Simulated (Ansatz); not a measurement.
# SrCl2: a single-point run

The task is a single-point run on SrCl2. The structure is shown as the input types it. The cell is built on a prototype (3R-MoS2 type) and needn't be the phase found in nature.

Computed with Ansatz 0.2.0 (density functional or hybrid calculation with the settings of its input, plane waves (as first typed), unless a step's input says otherwise).

1 further run of the same task is left out (it didn't finish).

## Step 1: The system as given

It takes space group R3m (No. 160, trigonal). The conventional cell has a = 4.171 Å, b = 4.171 Å, c = 18.405 Å, α = 90.00°, β = 90.00°, γ = 120.00°. Sr (site symmetry 3m) has 6 Cl at 2.92 Å as nearest neighbours. Cl (site symmetry 3m) is surrounded by 3 Sr at 2.92 Å.

Coordinates:

```
CELL_PARAMETERS angstrom
2.08574 1.20420 6.13505
-2.08574 1.20420 6.13505
0.00000 -2.40841 6.13505
ATOMIC_POSITIONS crystal
Sr 0.00020 0.00020 0.00020
Cl 0.42277 0.42277 0.42277
Cl 0.24369 0.24369 0.24369
```

## Step 2: The run

The input, input.yaml:

```yaml
crystal:
  lattice:
    - [2.0857437514, 1.2042047163, 6.1350485022]
    - [-2.0857437514, 1.2042047163, 6.1350485022]
    - [0.0, -2.4084094327, 6.1350485022]
  atoms:
    - { symbol: Sr, position: [0.0002014272, 0.0002014272, 0.0002014272] }
    - { symbol: Cl, position: [0.4227725646, 0.4227725646, 0.4227725646] }
    - { symbol: Cl, position: [0.2436926748, 0.2436926748, 0.2436926748] }
kpoints:
  mp_grid: { grid: [6, 6, 6] }
hamiltonian:
  xc: r2scan
scf:
  occupations: { method: fixed }
  n_extra_bands: 4
  max_iter: 66
output:
  forces: true
  stress: true
  eigenvalues: true
basis:
  ecutwfc: 80
```

Command:

```
ansatz run input.yaml --threads 4 --pin off --max-ram 3686MiB --backend cpu --events-out ev --progress --plain --runs-dir out
```

Q: Will this input give a usable result? If not, why, and what should change?

The run converged and reported no error, with warnings (cutoff below recommended). Its log warns: «basis.ecutwfc = 80 eV is below the records' recommended 500 eV ...»

The suspect setting: basis.ecutwfc is 80. With so few plane waves the basis is incomplete by a wide margin. The potentials' recommended cutoff is 500 eV.

The test: delete basis.ecutwfc (the default then holds).
